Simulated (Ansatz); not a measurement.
C2H2Cl2 (`Cl/C=C\Cl`) at its PBE0-D4/def2-TZVP geometry, where that method's forces vanish. The species carries charge 0 and has multiplicity 1.

```xyz
6

Cl   -0.9434   -1.2525   -1.3292
C    -0.2183   -0.6384    0.0867
C     0.2953    0.5763    0.2082
Cl    0.3259    1.7494   -1.0290
H    -0.1990   -1.3274    0.9206
H     0.7395    0.8925    1.1427
```

Task: What forces (eV/Å) does PBE-D4/def2-TZVPP give on these atoms in Ansatz 0.2.0? (Estimate.)

Result: The calculation gave: 
```
Cl1 -0.150 -0.144 -0.273
C2  -0.151 -0.405  0.014
C3   0.181  0.382  0.093
Cl4  0.017  0.251 -0.234
H5   0.004 -0.155  0.189
H6   0.100  0.071  0.211
```
